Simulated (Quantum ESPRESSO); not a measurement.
# Hf in Quantum ESPRESSO: the effect of target pressure

Crystal: Hf.

```
Hf
1.0
     3.19670    0.00000    0.00000
    -1.59835    2.76842    0.00000
     0.00000    0.00000    5.05780
Hf
2
Direct
  0.66667 0.33333 0.75000
  0.33333 0.66667 0.25000
```

Alike in all runs:

| Quantity | Value |
| --- | --- |
| Program | Quantum ESPRESSO 7.5 |
| Task | relaxation of cell and atoms |
| Functional | PBEsol |
| Potentials or basis | GBRV 1.5 PBEsol |
| Cutoff | 707 eV |
| Density cutoff | 5633 eV |
| k mesh | 10 × 10 × 5 |
| Occupations | fermi-dirac, width 0.05 eV |
| Spin | no spin polarisation |

Each run relaxes the cell or the atoms first.

One run gave: relaxed volume 17.89 Å³/atom. Which target pressure did it use?
A. 20 GPa
B. 5 GPa
C. 30 GPa
D. 0 GPa
E. 10 GPa

C.

```tsv
target pressure	relaxed volume (Å³/atom)
0 GPa	21.65
2 GPa	21.28
5 GPa	20.78
10 GPa	20.05
20 GPa	18.85
30 GPa	17.89
```

Caveats: the volume moved by over 15 % at a fixed basis, so the end points are rough (some runs).
